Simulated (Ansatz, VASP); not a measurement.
## GaN: VASP beside Ansatz

Wanted: the spread between two codes on one cell, functional and k mesh. The cell is taken from a series of VASP runs on this material, whose earlier steps may have relaxed, scaled or displaced it; both programs get it as it stands.

Calculated with Ansatz 0.2.0; plane waves, with VASP 6.6.1 beside it; band structure at HSE06.

**1. Set-up**

The structure is hexagonal, space group P6_3mc (No. 186). The conventional cell has a = 3.189 Å, b = 3.189 Å, c = 5.194 Å, α = 90.00°, β = 90.00°, γ = 120.00°. Nearest to Ga lie 4 N at 1.95 to 1.96 Å. Nearest to N lie 4 Ga at 1.95 to 1.96 Å. Farther neighbours and most contacts between anions are not listed.

Coordinates:

```xyz
4
Lattice="3.1889 0.0000 0.0000 -1.5944 2.7616 0.0000 0.0000 0.0000 5.1941" Properties=species:S:1:pos:R:3 pbc="T T T"
Ga    0.0000    1.8411    5.1899
Ga    1.5944    0.9205    2.5928
N     0.0000    1.8411    1.9520
N     1.5944    0.9205    4.5490
```

**2. VASP: band structure, HSE06**

The same path points are solved in both programs, so levels can be compared one by one.

Lines of VASP's logs that name or quote its potential files are left out, and so is its time.

The run reads the wave functions of an earlier VASP run, which isn't shown here.

Contents of INCAR:

```
SYSTEM = GaN
PREC = Accurate
ENCUT = 520
EDIFF = 1E-06
NELM = 100
ISMEAR = 0
SIGMA = 0.05
LREAL = .FALSE.
ALGO = Normal
LHFCALC = .TRUE.
AEXX = 0.25
GGA = PE
HFSCREEN = 0.2
LASPH = .TRUE.
NBANDS = 24
PRECFOCK = Fast
LORBIT = 11
LWAVE = .FALSE.
LCHARG = .FALSE.
KPAR = 4
```

Contents of POSCAR:

```
GaN
1.0
    3.1888555310      0.0000000000      0.0000000000
   -1.5944277655      2.7616298988      0.0000000000
    0.0000000000      0.0000000000      5.1940668973
Ga N
2 2
Direct
    0.3333333333      0.6666666667      0.9991932276
    0.6666666667      0.3333333333      0.4991932276
    0.3333333333      0.6666666667      0.3758067724
    0.6666666667      0.3333333333      0.8758067724
```

Contents of KPOINTS:

```
Automatic mesh
0
Gamma
5 5 3
0 0 0
```

Contents of KPOINTS_OPT:

```
Line mode
6
Line-mode
Reciprocal
  0.00000000   0.00000000   0.00000000 GAMMA
  0.50000000   0.00000000   0.00000000 M

  0.50000000   0.00000000   0.00000000 M
  0.33333333   0.33333333   0.00000000 K

  0.33333333   0.33333333   0.00000000 K
  0.00000000   0.00000000   0.00000000 GAMMA

  0.00000000   0.00000000   0.00000000 GAMMA
  0.00000000   0.00000000   0.50000000 A

  0.00000000   0.00000000   0.50000000 A
  0.50000000   0.00000000   0.50000000 L

  0.50000000   0.00000000   0.50000000 L
  0.33333333   0.33333333   0.50000000 H

  0.33333333   0.33333333   0.50000000 H
  0.00000000   0.00000000   0.50000000 A

  0.50000000   0.00000000   0.50000000 L
  0.50000000   0.00000000   0.00000000 M

  0.33333333   0.33333333   0.00000000 K
  0.33333333   0.33333333   0.50000000 H
```

Potentials, in the order of the species: Ga_d and N (PBE family, release 64).

Started as:

```sh
$ mpirun -np 4 vasp_std
```

Numbers of over 12 decimals in the logs are rounded to 6 here.

The program printed:

```text
[banner, memory and clock lines left out]
running    4 mpi-ranks, on    1 nodes
 distrk:  each k-point on    1 cores,    4 groups
 distr:  one band on    1 cores,    1 groups

 POSCAR found type information on POSCAR GaN
 POSCAR found :  2 types and       4 ions
 LDA part: xc-table for (Slater+PW92), standard interpolation
 found WAVECAR, reading the header
 POSCAR, INCAR and KPOINTS ok, starting setup
 FFT: planning ... GRIDC
 FFT: planning ... GRID_SOFT
 FFT: planning ... GRID
 reading WAVECAR
 the WAVECAR file was read successfully
 initial charge from wavefunction
 entering main loop
       N       E                     dE             d eps       ncg     rms          rms(c)
DAV:   1    -0.295590523350E+02   -0.29559E+02   -0.46887E-01   760   0.216E+01    0.273E-01
DAV:   2    -0.295703097638E+02   -0.11257E-01   -0.11352E-01   680   0.418E+00    0.231E-01
DAV:   3    -0.295707047012E+02   -0.39494E-03   -0.38927E-03   800   0.783E-01    0.816E-02
DAV:   4    -0.295707538643E+02   -0.49163E-04   -0.49985E-04   600   0.188E-01    0.383E-02
DAV:   5    -0.295707430933E+02    0.10771E-04   -0.27367E-05   688   0.549E-02    0.227E-02
DAV:   6    -0.295707430867E+02    0.65684E-08   -0.95662E-06   576   0.233E-02
   1 F= -.29570743E+02 E0= -.29570743E+02  d E =-.301232E-18
 Start KPOINTS_OPT (optional k-point list driver)
k-point batch [1-10\54]
       N       E                     dE             ncg
DAV:   1     0.103745203189E+04   -0.84920E+04      496
DAV:   2    -0.205784778660E+04   -0.30953E+04      512
DAV:   3    -0.245148207435E+04   -0.39363E+03      536
DAV:   4    -0.247017977058E+04   -0.18698E+02      640
DAV:   5    -0.247059011256E+04   -0.41034E+00      600
DAV:   6    -0.247060495358E+04   -0.14841E-01      760
DAV:   7    -0.247060528045E+04   -0.32687E-03      584
DAV:   8    -0.247060528653E+04   -0.60822E-05      544
DAV:   9    -0.247060528676E+04   -0.22357E-06      416
[...]
k-point batch [51-54\54]
       N       E                     dE             ncg
DAV:   1     0.889811615971E+04   -0.61280E+04      208
DAV:   2     0.773914999005E+04   -0.11590E+04      192
DAV:   3     0.759305986438E+04   -0.14609E+03      224
DAV:   4     0.758672480031E+04   -0.63351E+01      256
DAV:   5     0.758656890686E+04   -0.15589E+00      224
DAV:   6     0.758656290662E+04   -0.60002E-02      296
DAV:   7     0.758656282767E+04   -0.78946E-04      224
DAV:   8     0.758656282691E+04   -0.76166E-06      200
```

Parts of OUTCAR (step 2):

```text
ion  position               nearest neighbor table
   1  0.333  0.667  0.999-   4 1.95   4 1.95   4 1.95   3 1.96
   2  0.667  0.333  0.499-   3 1.95   3 1.95   3 1.95   4 1.96
   3  0.333  0.667  0.376-   2 1.95   2 1.95   2 1.95   1 1.96
   4  0.667  0.333  0.876-   1 1.95   1 1.95   1 1.95   2 1.96

  LATTYP: Found a hexagonal cell.
 ALAT       =     3.1888555310
 C/A-ratio  =     1.6288185046

 Subroutine GETGRP returns: Found 12 space group operations
 (whereof  6 operations were pure point group operations)

The static configuration has the point symmetry C_3v.
 The point group associated with its full space group is C_6v.

 Found     10 irreducible k-points:

   k-points           NKPTS =     10   k-points in BZ     NKDIM =     75   number of bands    NBANDS=     24

   dimension x,y,z NGX =    24 NGY =   24 NGZ =   40
   dimension x,y,z NGXF=    48 NGYF=   48 NGZF=   80

   ENCUT  =  520.0 eV  38.22 Ry    6.18 a.u.   5.93  5.93  9.66*2*pi/ulx,y,z

   NELECT =      36.0000    total number of electrons

 k-points in reciprocal lattice and weights: Automatic mesh
   0.00000000  0.00000000  0.00000000       0.013
   0.20000000 -0.00000000  0.00000000       0.080
   0.40000000  0.00000000  0.00000000       0.080
   0.20000000  0.20000000  0.00000000       0.080
   0.40000000  0.20000000  0.00000000       0.080
   0.00000000  0.00000000  0.33333333       0.027
   0.20000000 -0.00000000  0.33333333       0.160
   0.40000000  0.00000000  0.33333333       0.160
   0.20000000  0.20000000  0.33333333       0.160
   0.40000000  0.20000000  0.33333333       0.160

  exchange ACFDT corr.  =         0.00000000  see jH, gK, PRB 81, 115126

 average (electrostatic) potential at core
       1 -56.4709       2 -56.4709       3 -56.9680       4 -56.9680

 E-fermi :   4.7726

 k-point     1 :       0.0000    0.0000    0.0000
  band No.  band energies     occupation
    ...
     14       3.3566      2.00000
     15       3.3566      2.00000
     16       4.4428      2.00000
     17       4.4749      2.00000
     18       4.4749      2.00000
     19       7.6727      0.00000
     20      10.1796      0.00000
     21      15.4528      0.00000
     22      15.9556      0.00000
     23      15.9556      0.00000
    ...

 k-point     2 :       0.2000   -0.0000    0.0000
  band No.  band energies     occupation
    ...
     14       1.0216      2.00000
     15       2.1869      2.00000
     16       2.6248      2.00000
     17       3.9950      2.00000
     18       4.1101      2.00000
     19       9.6158      0.00000
     20      11.7971      0.00000
     21      13.8444      0.00000
     22      14.7779      0.00000
     23      16.4281      0.00000
    ...

 k-point     3 :       0.4000    0.0000    0.0000
  band No.  band energies     occupation
    ...
     14      -0.8749      2.00000
     15      -0.2230      2.00000
     16       1.6731      2.00000
     17       2.6123      2.00000
     18       3.5021      2.00000
     19      10.8630      0.00000
     20      11.5627      0.00000
     21      12.1299      0.00000
     22      14.7895      0.00000
     23      16.5453      0.00000
    ...

  energy-cutoff  :      520.00
  volume of cell :       45.74
      direct lattice vectors                 reciprocal lattice vectors
     3.188855531  0.000000000  0.000000000     0.313592131  0.181052501  0.000000000
    -1.594427766  2.761629899  0.000000000     0.000000000  0.362105002  0.000000000
     0.000000000  0.000000000  5.194066897     0.000000000  0.000000000  0.192527362

 POSITION                                       TOTAL-FORCE (eV/Angst)
 -----------------------------------------------------------------------------------
     -0.00000      1.84109      5.18988        -0.000000     -0.000000     -0.021927
      1.59443      0.92054      2.59284         0.000000      0.000000     -0.021927
     -0.00000      1.84109      1.95197         0.000000     -0.000000      0.021927
      1.59443      0.92054      4.54900        -0.000000     -0.000000      0.021927
 -----------------------------------------------------------------------------------
    total drift:                               -0.000004     -0.000037     -0.000778

  FREE ENERGIE OF THE ION-ELECTRON SYSTEM (eV)
  ---------------------------------------------------
  free  energy   TOTEN  =       -29.5707430867 eV

  energy  without entropy=      -29.5707430867  energy(sigma->0) =      -29.57074309

 total charge
# of ion       s       p       d       tot
------------------------------------------
    1        0.751   0.890  10.200  11.841
    2        0.751   0.890  10.200  11.841
    3        1.220   2.543   0.000   3.762
    4        1.220   2.543   0.000   3.762
--------------------------------------------------
tot          3.941   6.866  20.401  31.207

[... 3 further parts left out ...]
```

Spin-orbit coupling is off here; it would split degenerate levels.

[end of part 1 of 2]

[Lines on the potential files, build, host, timing and source positions are cut from VASP's logs without a mark.]

[Logs are printed without paths, hosts, clocks, repeated set-up lines and the standing remarks that a program may print on its own settings, such as how far it seeks lower states.]

[Hosts, paths, dates, database ids (printed as entryN), source tags and the programs' standing remarks are cut or masked in the printed files.]
